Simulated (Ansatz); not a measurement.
**BAs in Ansatz: convergence with scf exx energy threshold**

BAs:

```
As B
1.0
     0.00000    2.38850    2.38850
     2.38850    0.00000    2.38850
     2.38850    2.38850    0.00000
As B
1 1
Cartesian
  3.5827 3.5827 3.5827
  0.0000 0.0000 0.0000
```

```yaml
Program: Ansatz 0.2.0
Task: convergence study
Functional: HSE06
Potentials_or_basis: Ansatz NC
Cutoff: "1143 eV (not typed: the program's choice for these potentials)"
k_mesh: 5 × 5 × 5
Occupations: fermi-dirac, width 0.1 eV
Spin: no spin polarisation
```

These are the settings of the first run; the series varies scf exx energy threshold, with any setting tied to it.

Hardware: 2 threads of Intel(R) Xeon(R) Processor @ 2.50GHz (Skylake/Cascade Lake), on a shared host.

| scf exx energy threshold | energy less the tightest run, at zero smearing (meV/atom) | pressure (GPa) | SCF cycles | CPU time (s) | peak memory (GiB) |
| --- | --- | --- | --- | --- | --- |
| 0.01 | 0.00 | -1.79 | 14 | 120 | 0.88 |
| 0.001 | 0.00 | -1.79 | 14 | 110 | 0.89 |
| 0.0001 | 0.00 | -1.79 | 14 | 110 | 0.88 |
| 1e-05 | 0.00 | -1.79 | 14 | 110 | 0.89 |
| 1e-06 | 0.00 | -1.84 | 18 | 130 | 0.88 |
| 1e-07 | 0.00 | -1.84 | 18 | 140 | 0.88 |

Against the tightest run, the energy stays within 1 meV/atom from 0.01 on; the pressure stays within 0.1 GPa from 0.01 on. The tightest run that finished is the yardstick and may itself not be fully converged.

Caveat, for the tightest run too: the k mesh is coarse (spacing up to 0.46 Å⁻¹), so the values aren't converged, least of all with exact exchange; the potentials were made for another functional, which shifts forces and pressure; the thresholds are loose for stress.
